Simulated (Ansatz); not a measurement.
SrTe built on the rocksalt prototype, relaxed with r2SCAN: 6 runs in the plane-wave code Ansatz, each a construction of maximally localised Wannier functions. It is cubic, Fm-3m (No. 225); a = 6.706 Å in the conventional setting, 37.69 Å³ an atom. Sr has 6 Te at 3.35 Å; Te has 6 Sr at 3.35 Å. Calculated for a static, non-magnetic cell.

```
CELL_PARAMETERS angstrom
0.00000 3.35276 3.35276
3.35276 0.00000 3.35276
3.35276 3.35276 0.00000
ATOMIC_POSITIONS crystal
Sr 0.00000 0.00000 0.00000
Te 0.50000 0.50000 0.50000
```

Windows count from the top of the filled bands; a dash means that no such window was set (without an outer window there is no disentanglement). Rows marked drawn have settings drawn at random (some not listed).

| functional | SCF mesh | trial orbitals | functions | mesh | window (eV) | frozen (eV) | settings | Ω total (Å²) | Ω invariant (Å²) | largest spread (Å²) | least projectability | interpolation miss of the model's filled bands (eV, to the nearest computed level) |
| --- | --- | --- | --- | --- | --- | --- | --- | --- | --- | --- | --- | --- |
| PBE | 6×6×6 | Te s, Te p | 4 | 6×6×6 | – | – | chosen | 9.88 | 8.32 | 2.47 | 0.93 | 0.033 |
| PBE | 6×6×6 | Te p | 3 | 4×4×4 | – | – | chosen | 8.96 | 8.87 | 2.99 | 0.92 | 0.114 |
| r2SCAN | 6×6×6 | Te s, Te p | 4 | 4×4×4 | – | – | chosen | 8.90 | 7.36 | 2.23 | 0.94 | 0.096 |
| HSE06 | 4×4×4 | Te s, Te p | 4 | 4×4×4 | – | – | chosen | 8.93 | 7.38 | 2.23 | 0.94 | – |

Q: Estimate from these rows what the further settings give.

| functional | SCF mesh | trial orbitals | functions | mesh | window (eV) | frozen (eV) | settings |
| --- | --- | --- | --- | --- | --- | --- | --- |
| PBE | 6×6×6 | Te s, Te p (plain search) | 4 | 4×4×4 | – | – | drawn |
| PBE | 6×6×6 | Te s, Te p | 4 | 4×4×4 | – | – | chosen |

A:
```tsv
functional	SCF mesh	trial orbitals	functions	mesh	window (eV)	frozen (eV)	settings	Ω total (Å²)	Ω invariant (Å²)	largest spread (Å²)	least projectability	interpolation miss of the model's filled bands (eV, to the nearest computed level)
PBE	6×6×6	Te s, Te p (plain search)	4	4×4×4	–	–	drawn	10.59	7.67	2.99	0.93	0.118
PBE	6×6×6	Te s, Te p	4	4×4×4	–	–	chosen	9.20	7.67	2.30	0.93	0.117
```

A dash in the last column means that the miss wasn't evaluated.

For Te s, Te p with PBE the spread goes 9.20 Å² (4×4×4), 9.88 Å² (6×6×6): finite differences on a coarse mesh understate it.

Spin-orbit coupling is left out, which matters wherever the heavy atoms make up the band edges.
